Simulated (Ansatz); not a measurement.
**Decaying states in the gap of GaO**

Aim: relax a made-up compound, GaO, and see how good a tunnel barrier it would be. It is built by putting O for S in the GaS structure of space group R-3m, with the volume rescaled by atomic radii. The parent structure comes from the Materials Project.

Method: r2SCAN DFT, plane waves, PAW files, in the first sound run; inputs show where later runs differ, in Ansatz 0.2.0.

Report form: the programs' logs are mostly left out.

The structure was built from a prototype and need not be the compound's stable phase.

### Step 1. Set-up

Symmetry: R-3m, No. 166, trigonal system. The conventional cell has a = 3.258 Å, b = 3.258 Å, c = 21.670 Å, α = 90.00°, β = 90.00°, γ = 120.00°. Nearest to Ga lie 3 O at 2.11 Å and 1 Ga at 2.20 Å. O has 3 Ga at 2.11 Å nearest. It derives from GaS. O for S in the GaS structure of space group R-3m. Farther neighbours and most contacts between anions are not listed.

### Step 2. Relaxing the new crystal

The substituted atoms don't fit the parent's cell, so cell and atoms relax together. A small smearing keeps the run stable in case the gap closes on the way.

File input.yaml:

```yaml
crystal:
  lattice:
    - [1.6290875465, 0.9405541335, 7.2233889525]
    - [-1.6290875465, 0.9405541335, 7.2233889525]
    - [0.0, -1.881108267, 7.2233889525]
  atoms:
    - { symbol: Ga, position: [0.94917581, 0.94917581, 0.94917581] }
    - { symbol: Ga, position: [0.05082419, 0.05082419, 0.05082419] }
    - { symbol: O, position: [0.23805187, 0.23805187, 0.23805187] }
    - { symbol: O, position: [0.76194813, 0.76194813, 0.76194813] }
kpoints:
  mp_grid: { grid: [8, 8, 8] }
scf:
  occupations: { method: gaussian, width: 0.03 }
hamiltonian:
  xc: r2scan
output:
  forces: true
  stress: true
relax:
  f_tol: 0.02
  max_steps: 60
  cell: {}
```

Run with:

```sh
> ansatz run input.yaml --threads 2 --pin off --max-ram 4096MiB --backend cpu --events-out ev --progress --plain --runs-dir out
```

Run time: 68 s. Hardware: 2 threads of Arm Neoverse V2, shared host; peak memory 0.56 GiB.

Relaxation path:

| step | energy less that of the first step (eV) | largest force component (eV/Å) | pressure (GPa) | volume (Å³) |
| --- | --- | --- | --- | --- |
| 1 | 0.0000 | 5.9347 | -14.86 | 66.41 |
| 2 | -1.5245 | 1.6974 | -8.59 | 62.63 |
| 3 | -1.8265 | 0.6251 | 3.95 | 56.69 |
| 4 | -1.8542 | 0.2016 | 0.64 | 57.55 |
| 5 | -1.8608 | 0.0501 | -0.29 | 57.59 |
| 6 | -1.8757 | 0.1840 | 0.02 | 55.72 |
| 7 | -1.8985 | 0.2026 | 0.70 | 52.89 |
| 8 | -1.8877 | 0.2477 | 1.02 | 50.40 |
| 9 | -1.9044 | 0.0575 | -0.34 | 52.70 |
| 10 | -1.9059 | 0.0262 | -0.08 | 52.07 |
| 11 | -1.9059 | 0.0125 | 0.07 | 52.04 |
| 12 | -1.9059 | 0.0005 | 0.00 | 52.07 |
| 13* | -1.8990 | 0.0013 | 0.01 | 52.07 |

Relaxation steps marked * repeat the geometry before them on a plane-wave basis chosen anew for their cell, so energy and pressure can jump there. Relaxation step 8 was tried and not accepted.

The run keeps the 12 symmetry operations that it works with, so distortions that break them were not tested.

| cell as run | before | after | change |
| --- | --- | --- | --- |
| a (Å) | 7.464 | 6.578 | -11.9 % |
| b (Å) | 7.464 | 6.578 | -11.9 % |
| c (Å) | 7.464 | 6.578 | -11.9 % |
| α (°) | 25.21 | 27.09 | +7.4 % |
| β (°) | 25.21 | 27.09 | +7.4 % |
| γ (°) | 25.21 | 27.09 | +7.4 % |
| volume (Å³/atom) | 16.60 | 13.02 | -21.6 % |

The atoms that moved most (Å, as changes of fractional coordinates times the final cell):

| atom | dx | dy | dz | length |
| --- | --- | --- | --- | --- |
| Ga1 | 0.000 | 0.000 | -0.275 | 0.275 |
| Ga2 | 0.000 | 0.000 | 0.275 | 0.275 |
| O4 | 0.000 | 0.000 | 0.129 | 0.129 |
| O3 | 0.000 | 0.000 | -0.129 | 0.129 |

The relaxed structure:

```xyz
4
Lattice="1.5406 0.8895 6.3331 -1.5406 0.8895 6.3331 0.0000 -1.7790 6.3331" Properties=species:S:1:pos:R:3 pbc="T T T"
Ga    0.0000    0.0000   17.7584
Ga    0.0000    0.0000    1.2410
O     0.0000    0.0000    4.3943
O     0.0000    0.0000   14.6051
```

Numbers from this step:

- free energy: -8718.9003 eV
- Fermi energy: 8.185 eV
- pressure: 0.01109 GPa

The largest force component on a free atom ends at 0.0013 eV/Å.

### Step 3. Band edges

The energy window and the wavevectors of the next steps follow from the band edges, so these are searched first, off the mesh as well.

File input.yaml:

```yaml
crystal:
  lattice:
    - [1.5406490326, 0.8894941337, 6.3331364274]
    - [-1.5406490326, 0.8894941337, 6.3331364274]
    - [0.0, -1.7789882674, 6.3331364274]
  atoms:
    - { symbol: Ga, position: [0.9346836786, 0.9346836786, 0.9346836786] }
    - { symbol: Ga, position: [0.0653163214, 0.0653163214, 0.0653163214] }
    - { symbol: O, position: [0.2312853031, 0.2312853031, 0.2312853031] }
    - { symbol: O, position: [0.7687146969, 0.7687146969, 0.7687146969] }
kpoints:
  mp_grid: { grid: [8, 8, 8] }
  band_path: { path: [VBM, CBM], npoints: 30 }
scf:
  occupations: { method: fixed }
hamiltonian:
  xc: r2scan
output:
  eigenvalues: true
  write_potential: true
  write_density: true
  volumetric_format: npy
```

The job ended after 11 s (2 threads; peak memory 0.44 GiB; 20 s of CPU time).

Numbers from this step:

| Property | Result |
| --- | --- |
| Fermi energy | 7.444 eV |
| gap on the k-mesh | 1.482 eV |
| gap on path | 1.476 eV, by band count; negative where bands overlap |
| direct gap on path | 1.482 eV |
| edge places on path | 0, 2.252 1/A along the path |

The electronic bands at the labelled points (eV, zero at the Fermi level (highest filled level under fixed occupations); v1 is the highest filled band, c1 the lowest empty one):

| point | v4 | v3 | v2 | v1 | c1 | c2 | c3 |
| --- | --- | --- | --- | --- | --- | --- | --- |
| VBM | -2.83 | -2.64 | -2.47 | 0.01 | 2.00 | 5.71 | 9.76 |
| halfway | -3.62 | -3.52 | -3.03 | -0.15 | 3.61 | 5.86 | 6.43 |
| CBM | -2.55 | -2.38 | -2.38 | 0.00 | 1.48 | 5.34 | 9.87 |

The searched edges give 1.48 eV, against 1.48 eV on the mesh.

### Step 4. Complex bands, plane (110), k-mesh 14×14×14

This step: r2SCAN DFT, plane waves, PAW files; complex bands by layer matching along the plane's normal (Ansatz 0.2.0).

The same crystal is laid in a cell whose first two vectors span the (110) plane (indices of the standard conventional cell, whose axes can be ordered otherwise than in the bulk input). At fixed energy and wavevector in the plane the solver finds all kz, real and complex. A few wavevectors are listed, (0, 0) and (-0.5, 0) in units of the plane's reciprocal vectors; the slowest state needn't be among them.

File input.yaml:

```yaml
crystal:
  lattice:
    - [6.578253284, 0.0, 0.0]
    - [-1.44330073, 5.138100457, 0.0]
    - [-0.721650365, 2.569050228, 1.540649033]
  atoms:
    - { symbol: Ga, position: [0.8040510358, 0.9346836786, 0.0] }
    - { symbol: Ga, position: [0.1959489642, 0.0653163214, 0.0] }
    - { symbol: O, position: [0.6938559093, 0.2312853031, 0.0] }
    - { symbol: O, position: [0.3061440907, 0.7687146969, 0.0] }
kpoints:
  mp_grid: { grid: [14, 14, 14] }
scf:
  occupations: { method: fixed }
hamiltonian:
  xc: r2scan
output:
  eigenvalues: true
  transmission:
    leads: [[0, 0]]
    kpoints: [[0.0, 0.0], [-0.5, 0.0]]
    e_range: [-1.0, 2.48]
    de: 0.06
```

The job ended after 1.7 min (2 threads; peak memory 1.2 GiB; 3.3 min of CPU time).

Numbers from this step:

```yaml
free_energy: -8718.9004 eV
fermi_energy: 7.447 eV
gap_on_the_k_mesh: 1.479 eV
level_to_which_the_leads_are_filled: 0.7395 eV from the Fermi level
decay_constant_at_the_filling_level_zone_centre: 0.3629 Å⁻¹
decay_constant_at_the_filling_level_slowest_listed_point: 0.2083 Å⁻¹
```

K parallel (0, 0); values up to 1.5 1/Å, a degenerate pair printed once or twice; energies at which all values exceed this have no row. Im kz of the slowest decaying states against energy, zero at the highest filled level on the SCF mesh:

| energy (eV) | decay 1 (Å⁻¹) | decay 2 (Å⁻¹) | decay 3 (Å⁻¹) | decay 4 (Å⁻¹) |
| --- | --- | --- | --- | --- |
| -1.0000 | 0.352 | 0.389 | 0.405 | 0.531 |
| -0.7600 | 0.273 | 0.362 | 0.395 | 0.508 |
| -0.5200 | 0.370 | 0.399 | 0.491 | 0.566 |
| -0.2200 | 0.375 | 0.402 | 0.487 | 0.584 |
| 0.0200 | 0.122 | 0.376 | 0.402 | 0.487 |
| 0.2600 | 0.336 | 0.374 | 0.400 | 0.487 |
| 0.5000 | 0.370 | 0.396 | 0.442 | 0.488 |
| 0.7400 | 0.363 | 0.390 | 0.487 | 0.522 |
| 0.9800 | 0.353 | 0.381 | 0.486 | 0.537 |
| 1.2200 | 0.339 | 0.370 | 0.485 | 0.529 |
| 1.5200 | 0.315 | 0.351 | 0.482 | 0.510 |
| 1.7600 | 0.291 | 0.331 | 0.478 | 0.494 |
| 2.0000 | 0.259 | 0.306 | 0.474 | 0.478 |
| 2.2400 | 0.215 | 0.274 | 0.460 | 0.469 |

K parallel (-0.5, 0); values up to 1.5 1/Å, a degenerate pair printed once or twice; energies at which all values exceed this have no row. Im kz of the slowest decaying states against energy, zero at the highest filled level on the SCF mesh:

| energy (eV) | decay 1 (Å⁻¹) | decay 2 (Å⁻¹) | decay 3 (Å⁻¹) | decay 4 (Å⁻¹) |
| --- | --- | --- | --- | --- |
| -1.00 | 0.252 | 0.312 | 0.357 | 0.395 |
| -0.82 | 0.258 | 0.283 | 0.365 | 0.394 |
| -0.64 | 0.232 | 0.262 | 0.369 | 0.388 |
| -0.46 | 0.12 | 0.263 | 0.366 | 0.367 |
| -0.28 | 0.262 | 0.294 | 0.353 | 0.461 |
| -0.16 | 0.104 | 0.260 | 0.328 | 0.461 |
| 0.02 | 0.166 | 0.203 | 0.255 | 0.462 |
| 0.20 | 0.248 | 0.323 | 0.454 | 0.461 |
| 0.38 | 0.238 | 0.381 | 0.460 | 0.478 |
| 0.56 | 0.225 | 0.417 | 0.458 | 0.474 |
| 0.74 | 0.208 | 0.441 | 0.456 | 0.471 |
| 0.92 | 0.187 | 0.452 | 0.457 | 0.469 |
| 1.10 | 0.158 | 0.448 | 0.467 | 0.467 |
| 1.28 | 0.118 | 0.442 | 0.465 | 0.474 |
| 1.46 | 0.0370 | 0.436 | 0.462 | 0.476 |
| 1.64 | 0.428 | 0.459 | 0.475 | 0.476 |
| 1.76 | 0.422 | 0.457 | 0.472 | 0.475 |
| 1.94 | 0.412 | 0.454 | 0.467 | 0.470 |
| 2.12 | 0.400 | 0.450 | 0.461 | 0.463 |
| 2.30 | 0.386 | 0.446 | 0.455 | 0.455 |
| 2.48 | 0.369 | 0.441 | 0.444 | 0.448 |

At the listed wavevectors the last open channel is at -0.04 eV and the next at +1.52 eV on the grid. At +0.74 eV, the grid energy nearest the filling level (the middle of the gap on the SCF mesh), the slowest state at the listed wavevectors decays with κ = 0.208 Å⁻¹, its amplitude falling by e over 4.8 Å. Through 1 nm of this crystal that state's transmission falls by exp(−2 × 0.208 Å⁻¹ × 10 Å) = 0.016.

### Step 5. Decaying states in the gap, plane (101), k-mesh 10×10×10

The same for the (101) plane, at (0, 0), (0, -0.5) and (-0.026, 0.4583), to see how the decay depends on direction.

File input.yaml:

```yaml
crystal:
  lattice:
    - [3.081298065, 0.0, 0.0]
    - [1.540649033, 6.395296461, 0.0]
    - [1.540649033, -0.37114768, 2.64254569]
  atoms:
    - { symbol: Ga, position: [0.1306326428, 0.8040510358, 0.9346836786] }
    - { symbol: Ga, position: [0.8693673572, 0.1959489642, 0.0653163214] }
    - { symbol: O, position: [0.5374293938, 0.6938559093, 0.2312853031] }
    - { symbol: O, position: [0.4625706062, 0.3061440907, 0.7687146969] }
kpoints:
  mp_grid: { grid: [10, 10, 10] }
scf:
  occupations: { method: fixed }
hamiltonian:
  xc: r2scan
output:
  eigenvalues: true
  transmission:
    leads: [[0, 0]]
    kpoints: [[0.0, 0.0], [0.0, -0.5], [-0.026, 0.4583]]
    e_range: [-1.0, 2.48]
    de: 0.09
```

The job ended after 33 s (2 threads; peak memory 0.64 GiB; 64 s of CPU time).

This step gave:

```yaml
fermi_energy: 7.444 eV
gap_on_the_k_mesh: 1.482 eV
level_to_which_the_leads_are_filled: 0.7409 eV from the Fermi level
decay_constant_at_the_filling_level_zone_centre: 0.3720 Å⁻¹
decay_constant_at_the_filling_level_slowest_listed_point: 0.2099 Å⁻¹
```

K parallel (0, 0); values up to 1.5 1/Å, a degenerate pair printed once or twice; energies at which all values exceed this have no row. The Im kz of the slowest decaying states by energy, zero at the highest filled level on the SCF mesh:

| energy (eV) | decay 1 (Å⁻¹) | decay 2 (Å⁻¹) | decay 3 (Å⁻¹) | decay 4 (Å⁻¹) |
| --- | --- | --- | --- | --- |
| -1.00 | 0.360 | 0.487 | 0.685 | 0.714 |
| -0.82 | 0.368 | 0.452 | 0.690 | 0.712 |
| -0.73 | 0.372 | 0.435 | 0.678 | 0.724 |
| -0.55 | 0.377 | 0.398 | 0.658 | 0.747 |
| -0.46 | 0.376 | 0.379 | 0.649 | 0.758 |
| -0.28 | 0.307 | 0.383 | 0.632 | 0.778 |
| -0.19 | 0.227 | 0.384 | 0.625 | 0.787 |
| -0.01 | 0.270 | 0.384 | 0.613 | 0.804 |
| 0.08 | 0.320 | 0.384 | 0.607 | 0.812 |
| 0.26 | 0.383 | 0.386 | 0.598 | 0.827 |
| 0.35 | 0.381 | 0.411 | 0.593 | 0.833 |
| 0.53 | 0.378 | 0.450 | 0.585 | 0.846 |
| 0.62 | 0.375 | 0.466 | 0.581 | 0.852 |
| 0.80 | 0.369 | 0.494 | 0.574 | 0.863 |
| 0.89 | 0.365 | 0.505 | 0.570 | 0.869 |
| 1.07 | 0.355 | 0.526 | 0.563 | 0.878 |
| 1.16 | 0.350 | 0.534 | 0.559 | 0.883 |
| 1.34 | 0.337 | 0.549 | 0.552 | 0.891 |
| 1.43 | 0.330 | 0.548 | 0.556 | 0.895 |
| 1.61 | 0.313 | 0.540 | 0.567 | 0.902 |
| 1.70 | 0.304 | 0.536 | 0.572 | 0.906 |
| 1.88 | 0.282 | 0.528 | 0.529 | 0.630 |
| 1.97 | 0.269 | 0.488 | 0.523 | 0.678 |
| 2.15 | 0.238 | 0.437 | 0.514 | 0.738 |
| 2.24 | 0.220 | 0.416 | 0.509 | 0.761 |
| 2.42 | 0.175 | 0.379 | 0.498 | 0.801 |

K parallel (0, -0.5); values up to 1.5 1/Å, a degenerate pair printed once or twice; energies at which all values exceed this have no row. Im kz of the slowest decaying states against energy, zero at the highest filled level on the SCF mesh:

| energy (eV) | decay 1 (Å⁻¹) | decay 2 (Å⁻¹) | decay 3 (Å⁻¹) | decay 4 (Å⁻¹) |
| --- | --- | --- | --- | --- |
| -1.00 | 0.257 | 0.263 | 0.365 | 0.518 |
| -0.82 | 0.204 | 0.264 | 0.374 | 0.519 |
| -0.64 | 0.268 | 0.378 | 0.515 | 0.737 |
| -0.46 | 0.271 | 0.375 | 0.508 | 0.759 |
| -0.28 | 0.275 | 0.359 | 0.498 | 0.779 |
| -0.10 | 0.292 | 0.487 | 0.797 | 1.22 |
| -0.01 | 0.225 | 0.481 | 0.805 | 1.21 |
| 0.17 | 0.240 | 0.439 | 0.467 | 0.821 |
| 0.35 | 0.236 | 0.453 | 0.583 | 0.835 |
| 0.53 | 0.225 | 0.439 | 0.624 | 0.785 |
| 0.71 | 0.210 | 0.424 | 0.546 | 0.859 |
| 0.89 | 0.190 | 0.409 | 0.524 | 0.870 |
| 1.07 | 0.163 | 0.393 | 0.513 | 0.879 |
| 1.25 | 0.126 | 0.376 | 0.505 | 0.888 |
| 1.43 | 0.0609 | 0.357 | 0.499 | 0.896 |
| 1.52 | 0.348 | 0.496 | 0.900 | 1.05 |
| 1.70 | 0.327 | 0.490 | 0.907 | 1.04 |
| 1.88 | 0.305 | 0.484 | 0.913 | 1.03 |
| 2.06 | 0.279 | 0.478 | 0.918 | 1.02 |
| 2.24 | 0.251 | 0.471 | 0.923 | 1.01 |
| 2.42 | 0.217 | 0.464 | 0.927 | 0.999 |

K parallel (0, -0.5). Table of Re kz of states that move upwards, channel 1 by energy, zero at the highest filled level on the SCF mesh:

| energy (eV) | Re kz of states that move upwards, channel 1 (Å⁻¹) |
| --- | --- |
| -1.00 | - |
| -0.91 | - |
| -0.82 | - |
| -0.73 | - |
| -0.64 | 1.15 |
| -0.55 | -1.08 |
| -0.46 | -0.996 |
| -0.37 | -0.914 |
| -0.28 | -0.827 |
| -0.19 | -0.726 |
| -0.10 | -0.595 |
| -0.01 | -0.316 |
| 0.08 | - |
| 0.17 | - |
| 0.26 | - |
| 0.35 | - |
| 0.44 | - |
| 0.53 | - |
| 0.62 | - |
| 0.80 | - |
| 0.89 | - |
| 0.98 | - |
| 1.07 | - |
| 1.16 | - |
| 1.25 | - |
| 1.34 | - |
| 1.43 | - |
| 1.52 | -0.0155 |
| 1.61 | 0.0298 |
| 1.70 | 0.0615 |
| 1.79 | 0.0880 |
| 1.88 | 0.112 |
| 1.97 | 0.133 |
| 2.06 | 0.154 |
| 2.15 | 0.173 |
| 2.24 | 0.192 |
| 2.33 | 0.210 |
| 2.42 | 0.228 |

K parallel (-0.026, 0.4583); values up to 1.5 1/Å, a degenerate pair printed once or twice; energies at which all values exceed this have no row. Table of Im kz of the slowest decaying states by energy, zero at the highest filled level on the SCF mesh:

| energy (eV) | decay 1 (Å⁻¹) | decay 2 (Å⁻¹) | decay 3 (Å⁻¹) | decay 4 (Å⁻¹) |
| --- | --- | --- | --- | --- |
| -1.00 | 0.262 | 0.264 | 0.370 | 0.522 |
| -0.82 | 0.207 | 0.268 | 0.378 | 0.522 |
| -0.73 | 0.157 | 0.270 | 0.381 | 0.520 |
| -0.55 | 0.273 | 0.382 | 0.514 | 0.743 |
| -0.46 | 0.274 | 0.380 | 0.509 | 0.753 |
| -0.28 | 0.275 | 0.365 | 0.498 | 0.773 |
| -0.19 | 0.273 | 0.347 | 0.492 | 0.782 |
| -0.01 | 0.257 | 0.295 | 0.479 | 0.799 |
| 0.08 | 0.262 | 0.297 | 0.390 | 0.473 |
| 0.26 | 0.252 | 0.460 | 0.490 | 0.546 |
| 0.35 | 0.247 | 0.453 | 0.563 | 0.601 |
| 0.53 | 0.236 | 0.439 | 0.624 | 0.758 |
| 0.62 | 0.229 | 0.432 | 0.576 | 0.845 |
| 0.80 | 0.211 | 0.418 | 0.539 | 0.857 |
| 0.89 | 0.201 | 0.410 | 0.530 | 0.862 |
| 1.07 | 0.175 | 0.394 | 0.518 | 0.872 |
| 1.16 | 0.159 | 0.386 | 0.514 | 0.877 |
| 1.34 | 0.118 | 0.369 | 0.507 | 0.885 |
| 1.43 | 0.0873 | 0.360 | 0.504 | 0.889 |
| 1.61 | 0.340 | 0.498 | 0.897 | 0.899 |
| 1.70 | 0.330 | 0.495 | 0.900 | 0.903 |
| 1.88 | 0.308 | 0.489 | 0.906 | 0.909 |
| 1.97 | 0.296 | 0.486 | 0.909 | 0.912 |
| 2.15 | 0.269 | 0.479 | 0.915 | 0.917 |
| 2.24 | 0.255 | 0.476 | 0.917 | 0.920 |
| 2.42 | 0.222 | 0.468 | 0.922 | 0.924 |

At the listed wavevectors the last open channel is at -0.01 eV and the next at +1.52 eV on the grid. At +0.71 eV, the grid energy nearest the filling level (the middle of the gap on the SCF mesh), the slowest state at the listed wavevectors decays with κ = 0.210 Å⁻¹, its amplitude falling by e over 4.8 Å; the first such run, plane (110), gave 0.208 Å⁻¹.

[end of part 1 of 2]

[Logs are printed without paths, hosts, clocks, repeated set-up lines and the standing remarks that a program may print on its own settings, such as how far it seeks lower states.]

[Hosts, paths, dates, database ids (printed as entryN), source tags and the programs' standing remarks are cut or masked in the printed files.]
